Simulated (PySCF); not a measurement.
Compound: C₆H₆O.
SMILES with atom numbers: `[OH:1][c:2]1[cH:3][cH:4][cH:5][cH:6][cH:7]1`

Structure used (PBE0-D3(BJ)/def2-TZVP), in Å, numbered top down from 1:
```xyz
13
C6H6O angstrom
O      2.4756   -0.1991    0.1058
C      1.1240   -0.0987    0.0468
C      0.3984   -1.2720   -0.1238
C     -0.9828   -1.2189   -0.1901
C     -1.6536   -0.0071   -0.0879
C     -0.9233    1.1584    0.0822
C      0.4612    1.1185    0.1501
H      2.8527    0.6766    0.2260
H      0.9323   -2.2111   -0.2024
H     -1.5427   -2.1377   -0.3229
H     -2.7347    0.0269   -0.1412
H     -1.4317    2.1123    0.1640
H      1.0292    2.0347    0.2841
```

NICS = −σ at a ghost point: NICS(0) at the centroid of the ring atoms, NICS(1) 1 Å to either side along the normal of their mean plane, zz for the tensor component along that normal. Level: GIAO B97-2/pcSseg-2 (PySCF, non-relativistic, gas phase) on the PBE0-D3(BJ)/def2-TZVP geometry, one conformer.

Ring bond lengths (Å): C2–C3 1.390, C3–C4 1.384, C4–C5 1.389, C5–C6 1.386, C6–C7 1.387, C7–C2 1.390.

What do the NICS probes read (ppm)?

```tsv
ring	type	NICS(0)	NICS(1), two faces	NICS(1)zz, two faces	rms pucker (Å)	centre to ring atoms, mean (Å)
C2–C3–C4–C5–C6–C7	6-membered carbocycle; formal bonds all aromatic	-9.3	-9.6 / -9.6	-27.3 / -27.3	0.00	1.39
```

What do they say, and how far can they be read as aromaticity?

- C2–C3–C4–C5–C6–C7: mean NICS(1)zz -27.3 ppm, shielded, aromatic by this magnetic criterion (flat ring, no four-coordinate atom).

What does the geometric index give? HOMA takes Krygowski's 1993 parameters.

- C2–C3–C4–C5–C6–C7: HOMA 1.00 = 1 − EN − GEO, with mean bond length 1.388 Å, EN = α(Ropt − mean)² = 0.000 and GEO = α × variance = 0.001. The geometric and the magnetic index point the same way.

List the ring angles.

- C2–C3–C4–C5–C6–C7: C2 120.0°, C3 119.6°, C4 120.8°, C5 119.2°, C6 120.5°, C7 119.8°; sum 720.0° against 720° for a flat convex ring.

What are the shieldings of the ring atoms and their hydrogens in the same run (means over atoms taken as equivalent)?

| atoms | environment | σ isotropic (ppm) | principal values of the symmetric part, first atom (ppm) |
| --- | --- | --- | --- |
| C2 | aromatic carbon bearing oxygen | 20.1 | -71.4, 12.9, 118.9 |
| C3 (×2) | aromatic CH carbon | 65.9 | -23.5, 50.9, 166.5 |
| C4 (×2) | aromatic CH carbon | 48.6 | -63.4, 34.3, 173.2 |
| C5 | aromatic CH carbon | 59.8 | -47.5, 50.2, 176.7 |
| H9 (×2) | aromatic hydrogen | 24.71 | 21.3, 24.1, 28.0 |
| H10 (×2) | aromatic hydrogen | 24.14 | 21.1, 24.0, 27.2 |
| H11 | aromatic hydrogen | 24.54 | 21.6, 24.7, 27.3 |

How do the values depend on the level or the medium?

```json
{"level": "B97-2/pcSseg-2, gas", "NICS(0), C2–C3–C4–C5–C6–C7": "-9.3", "mean NICS(1)zz, C2–C3–C4–C5–C6–C7": "-27.3"}
{"level": "KT3/pcSseg-2, gas", "NICS(0), C2–C3–C4–C5–C6–C7": "-9.1", "mean NICS(1)zz, C2–C3–C4–C5–C6–C7": "-26.2"}
{"level": "PBE0/pcSseg-2, gas", "NICS(0), C2–C3–C4–C5–C6–C7": "-9.2", "mean NICS(1)zz, C2–C3–C4–C5–C6–C7": "-27.5"}
{"level": "wB97X-D/pcSseg-2, gas", "NICS(0), C2–C3–C4–C5–C6–C7": "-9.1", "mean NICS(1)zz, C2–C3–C4–C5–C6–C7": "-27.6"}
{"level": "WP04/pcSseg-2, IEF-PCM chloroform", "NICS(0), C2–C3–C4–C5–C6–C7": "-9.6", "mean NICS(1)zz, C2–C3–C4–C5–C6–C7": "-26.9"}
{"level": "wB97X-D/pcSseg-2, IEF-PCM chloroform", "NICS(0), C2–C3–C4–C5–C6–C7": "-8.8", "mean NICS(1)zz, C2–C3–C4–C5–C6–C7": "-27.6"}
```

The geometry is the same throughout; the continuum's cavity takes Bondi-type radii × 1.2.
